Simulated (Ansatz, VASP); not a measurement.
**Au in VASP and in Ansatz**

```
CELL_PARAMETERS angstrom
-1.65727 1.65727 1.65727
1.65727 -1.65727 1.65727
1.65727 1.65727 -1.65727
ATOMIC_POSITIONS crystal
Au 0.00000 0.00000 0.00000
```

This isn't the form of Au at room conditions, which is fcc.

Alike in both runs: functional r2SCAN; k mesh 11 × 11 × 11; occupations fermi-dirac, width 0.05 eV; non-collinear spin, spin-orbit coupling.

|  | VASP | Ansatz |
| --- | --- | --- |
| version | VASP 6.6.1 | Ansatz 0.2.0 |
| potentials or method | VASP PAW PBE potentials, release 64 (Au) | Ansatz PAW |
| plane-wave cutoff (eV) | 520 | 500 |
| valence electrons in the cell | 11 | 19 |
| task | single point | band structure |

Ansatz gave:

| Quantity | Value |
| --- | --- |
| gap on the k mesh at the Fermi level (eV) | none |
| pressure (GPa) | -5.7 |
| net moment per atom (μB) | 0.00 |

**Question.** Which values does VASP return?

**Answer.** gap on the k mesh at the Fermi level (eV): none; pressure (GPa): -5.0; net moment per atom (μB): 0.00.

A gap of «none» marks a metal or a gap that the smearing closes. The functional is the same, so the differences come from potentials, cutoffs and numerics. The two sets of potentials don't hold the same shells in valence.

Caveats: the PAW data sets were made with another functional, which shifts forces and pressure a little (VASP); the PAW data sets come from PBE, with cores solved anew for the run's functional, which leaves a small shift of forces and pressure (Ansatz).
